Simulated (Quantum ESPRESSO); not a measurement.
Set up this calculation in Quantum ESPRESSO 7.5, as the native input.

```
Task                : relaxation of cell and atoms
Functional          : PBE
Potentials or basis : SSSP 1.3 efficiency PBE
Cutoff              : 857 eV
Density cutoff      : 6884 eV
k mesh              : 12 × 12 × 12
Occupations         : fermi-dirac, width 0.05 eV
Spin                : no spin polarisation
Target pressure     : 5 GPa
Mixing beta         : 0.5
Most SCF iterations : 120
SCF threshold       : 2e-10 Ry
Most ionic steps    : 40
Forc conv thr       : 0.0004 Ry/bohr
Etot conv thr       : 1e-05 Ry
Ion dynamics        : bfgs
Cell dynamics       : bfgs
Press conv thr      : 0.3 kbar
```

Crystal: Pt.

```
Pt
1.0
     0.00000    1.96090    1.96090
     1.96090    0.00000    1.96090
     1.96090    1.96090    0.00000
Pt
1
Direct
  0.00000 0.00000 0.00000
```

These files were run (other wordings do the same):

pw.in

```
&CONTROL
  calculation = 'vc-relax'
  prefix = 'pwscf'
  outdir = './tmp'
  pseudo_dir = './pseudo'
  tprnfor = .true.
  tstress = .true.
  disk_io = 'low'
  nstep = 40
  forc_conv_thr = 0.0004
  etot_conv_thr = 1d-05
/
&SYSTEM
  ibrav = 0
  nat = 1
  ntyp = 1
  ecutwfc = 63
  ecutrho = 506
  nbnd = 14
  occupations = 'smearing'
  smearing = 'fd'
  degauss = 0.00367493
/
&ELECTRONS
  conv_thr = 2d-10
  electron_maxstep = 120
  mixing_beta = 0.5
/
&IONS
  ion_dynamics = 'bfgs'
/
&CELL
  cell_dynamics = 'bfgs'
  press = 50
  press_conv_thr = 0.3
/
ATOMIC_SPECIES
Pt   195.0840 pt_pbe_v1.4.uspp.F.UPF
CELL_PARAMETERS bohr
   0.0000000000    3.7055639578    3.7055639578
   3.7055639578    0.0000000000    3.7055639578
   3.7055639578    3.7055639578    0.0000000000
ATOMIC_POSITIONS bohr
Pt     0.0000000000    0.0000000000    0.0000000000
K_POINTS automatic
12 12 12 0 0 0
```

Potentials or basis: SSSP 1.3 efficiency PBE.

Run with:

```sh
$ OMP_NUM_THREADS=1 pw.x -in pw.in > pw.out
```

It gave:

| Item | Value |
| --- | --- |
| Relaxed volume | 15.30 Å³/atom |
| Relaxed cell | a = 2.786 Å, b = 2.786 Å, c = 2.786 Å, α = 60.00°, β = 60.00°, γ = 60.00° |
| Space group after relaxing (to 0.05 Å) | Fm-3m (No. 225) |
| Energy change on relaxing (the enthalpy is what falls) | -9.6 meV/atom |
| Ionic steps | 4 |
| Pressure after relaxing | 5.0 GPa |
| Band gap on the k mesh | none (metal or under the smearing width) |

Wall time 64 s on 1 thread of Arm Neoverse V1, on a shared host, peak memory 0.11 GiB.
